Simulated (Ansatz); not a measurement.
# Changed inputs in constrained RPA: TaBr3 (honeycomb trihalide sheet)

What does U in TaBr3 (honeycomb trihalide sheet) depend on besides the window?

Method: constrained RPA on LDA, plane waves, PAW, in Ansatz 0.2.0.

Report form: the programs' logs are mostly left out.

**1. The structure**

The cell holds 8 atoms: 2 Ta and 6 Br. Its edges and angles: a = 5.919 Å, b = 5.919 Å, c = 29.859 Å, α = 90.0°, β = 90.0°, γ = 120.0°. Vacuum lies along c.

The structure was relaxed with LDA. The structure was generated from a model, not taken from a measurement. The runs that relaxed it are not among those shown. The program's search for lower electronic states was switched off, so nothing shows that the state found is the lowest. Spin-orbit coupling is left out unless a step names it. The default PAW set here is soft_2. Its files were made with PBE. The Coulomb interaction is cut off across the vacuum.

**2. Base: Ta t2g, bands v2 to c4, 6×6×1 mesh, medium accuracy**

Constrained RPA screens the interaction with every transition except those inside the target bands, which a later many-body model would treat itself.

input.yaml reads:

```yaml
crystal:
  lattice:
    - [4.83316635, -2.41658318, 2.41658318]
    - [-2.41658318, -2.41658318, -4.83316635]
    - [17.23921716, 17.23921716, -17.23921716]
  atoms:
    - { symbol: Ta, position: [0.3333333333, 0.6666666667, 0.3186555567] }
    - { symbol: Ta, position: [0.6666666667, 0.3333333333, 0.3186555567] }
    - { symbol: Br, position: [0.3213057264, 0.0, 0.3720803253] }
    - { symbol: Br, position: [0.0, 0.3213057264, 0.3720803253] }
    - { symbol: Br, position: [0.6786942736, 0.6786942736, 0.3720803253] }
    - { symbol: Br, position: [0.6786942736, 0.0, 0.2652307882] }
    - { symbol: Br, position: [0.0, 0.6786942736, 0.2652307882] }
    - { symbol: Br, position: [0.3213057264, 0.3213057264, 0.2652307882] }
  periodic: [true, true, false]
kpoints:
  mp_grid: { grid: [6, 6, 1] }
hamiltonian:
  xc: lda
scf:
  occupations: { method: gaussian, width: 0.08 }
  n_extra_bands: 24
  max_iter: 150
  lower_state_search: "off"
output:
  crpa:
    kmesh: [6, 6, 1]
    target_bands: [v2, c4]
    projections: [{ species: Ta, l: d, shell: 5, orbitals: [dxz, dyz, dxy] }]
  local_orbitals:
    kmesh: [12, 12, 1]
    orbitals: [{ species: Ta, l: d, shell: 5, orbitals: [dxz, dyz, dxy] }]
    window: { bands: [v2, c4] }
    seedname: lo
```

Launch:

```sh
$ ansatz run input.yaml --threads 4 --pin off --max-ram 14745MiB --backend cpu --events-out ev --progress --plain --runs-dir out
```

Elapsed: 22 min, on 4 threads of Arm Neoverse V2, shared host; peak memory 5.5 GiB; 84 min of CPU time.

Numbers from this step:

```yaml
u: 3.296 eV
u_prime_inter_orbital: 2.762 eV
j: 0.2368 eV
bare_v: 9.429 eV
bare_j: 0.3375 eV
stated_bound_on_u: 0.008343 eV
u_over_bare_v: 0.3496
electrons_in_the_window: 4.000
head_of_the_constrained_inverse_dielectric_matrix: 0.6951
least_eigenvalue_of_the_projection_s_overlap: 0.6185
target_functions: 6
bands_in_the_sums: 76
r_m_s_miss_of_the_model_bands: 1.30e-5 eV
width_of_the_target_bands: 2.727 eV
weight_of_the_projected_orbitals_in_the_window: 0.7751
```

On the Ta t2g shell, screening brings the on-site interaction from 9.4 eV down to U = 3.30 eV.

**3. Changed: 3×3×1 mesh**

input.yaml: that of step 2 with these lines changed.

```diff
@@ -26,9 +26,4 @@
   crpa:
-    kmesh: [6, 6, 1]
+    kmesh: [3, 3, 1]
     target_bands: [v2, c4]
     projections: [{ species: Ta, l: d, shell: 5, orbitals: [dxz, dyz, dxy] }]
-  local_orbitals:
-    kmesh: [12, 12, 1]
-    orbitals: [{ species: Ta, l: d, shell: 5, orbitals: [dxz, dyz, dxy] }]
-    window: { bands: [v2, c4] }
-    seedname: lo
```

Wall time 3.9 min (4 threads); peak memory 4.8 GiB.

This step gave:

| Item | Value |
| --- | --- |
| U | 3.288 eV |
| U prime (inter-orbital) | 2.755 eV |
| J | 0.2367 eV |
| bare V | 9.461 eV |
| bare J | 0.3372 eV |
| stated bound on U | 0.008894 eV |
| U over bare V | 0.3476 |
| electrons in the window | 4.000 |
| head of the constrained inverse dielectric matrix | 0.6546 |
| least eigenvalue of the projection's overlap | 0.6442 |
| target functions | 6 |
| bands in the sums | 76 |
| width of the target bands | 2.727 eV |
| weight of the projected orbitals in the window | 0.7751 |

On the Ta t2g shell, screening brings the on-site interaction from 9.5 eV down to U = 3.29 eV.

**4. Changed: more bands than orbitals**

input.yaml: that of step 3 with these lines changed.

```diff
@@ -26,4 +26,4 @@
   crpa:
-    kmesh: [3, 3, 1]
-    target_bands: [v2, c4]
+    kmesh: [6, 6, 1]
+    target_bands: [v2, c5]
     projections: [{ species: Ta, l: d, shell: 5, orbitals: [dxz, dyz, dxy] }]
```

It took 0.12 s on 4 threads; peak memory 0.087 GiB.

The input was rejected at the start.

The program's message: “Error: invalid value for `output.crpa.projections`: 6 orbital(s) selected but the target window spans 7 band(s); name one orbital per band of it”

The fault put into this input: more bands than orbitals.

**5. Changed: strain -3%**

The cell differs from the one that the last finished run ended in (a 5.919 → 5.742 Å, b 5.919 → 5.742 Å).

input.yaml: that of step 4 with these lines changed.

```diff
@@ -2,4 +2,4 @@
   lattice:
-    - [4.83316635, -2.41658318, 2.41658318]
-    - [-2.41658318, -2.41658318, -4.83316635]
+    - [4.6881713595, -2.3440856846, 2.3440856846]
+    - [-2.3440856846, -2.3440856846, -4.6881713595]
     - [17.23921716, 17.23921716, -17.23921716]
@@ -27,3 +27,8 @@
     kmesh: [6, 6, 1]
-    target_bands: [v2, c5]
+    target_bands: [v2, c4]
     projections: [{ species: Ta, l: d, shell: 5, orbitals: [dxz, dyz, dxy] }]
+  local_orbitals:
+    kmesh: [12, 12, 1]
+    orbitals: [{ species: Ta, l: d, shell: 5, orbitals: [dxz, dyz, dxy] }]
+    window: { bands: [v2, c4] }
+    seedname: lo
```

Wall time 21 min (4 threads); peak memory 5.4 GiB; 83 min of CPU time.

This step gave:

| Property | Result |
| --- | --- |
| U | 3.119 eV |
| U prime (inter-orbital) | 2.612 eV |
| J | 0.2224 eV |
| bare V | 9.112 eV |
| bare J | 0.3177 eV |
| stated bound on U | 0.007465 eV |
| U over bare V | 0.3423 |
| electrons in the window | 4.000 |
| head of the constrained inverse dielectric matrix | 0.6753 |
| least eigenvalue of the projection's overlap | 0.5805 |
| target functions | 6 |
| bands in the sums | 76 |
| r.m.s. miss of the model bands | 3.65e-5 eV |
| width of the target bands | 3.120 eV |
| weight of the projected orbitals in the window | 0.7523 |

On the Ta t2g shell, screening brings the on-site interaction from 9.1 eV down to U = 3.12 eV.

**6. Side by side**

Times are wall times on 4 threads of Arm Neoverse V2, shared host, good to a factor of about two.

```csv
run,bare V (eV),U (eV),J (eV),bound on U (eV),width (eV),time
target window,9.43,3.296,0.237,0.0083,2.73,22 min
3×3×1 mesh,9.46,3.288,0.237,0.0089,2.73,3.9 min
strain -3%,9.11,3.119,0.222,0.0075,3.12,21 min
```

**7. Outcome**

| Item | Value |
| --- | --- |
| target window | U 3.30 eV, J 0.24 eV |
| 3×3×1 mesh | U 3.29 eV, J 0.24 eV |
| strain -3% | U 3.12 eV, J 0.22 eV |

What this shows: 3×3×1 mesh moves U by −0.01 eV (within the solver's bounds, for the mean over orbitals) at 0.18 times the time. Strain -3% moves U by −0.18 eV. The printed bound covers the solver alone, not the mesh, and no denser mesh than the base was run. The parent state is non-magnetic and the interaction static (zero frequency); U depends on the window and the orbitals, so it belongs to this model alone. Spin-orbit coupling, which is strong for atoms this heavy, is left out.

[Paths, hosts, dates, memory and timing lines, banners, echoed tables and standing remarks are left out of the program output.]

[Logs are printed without paths, hosts, clocks, repeated set-up lines and the standing remarks that a program may print on its own settings, such as how far it seeks lower states.]

[Runs of the session that timed out or met a known fault of the program may be left out.]

[Hosts, paths, dates, database ids (printed as entryN), source tags and the programs' standing remarks are cut or masked in the printed files.]
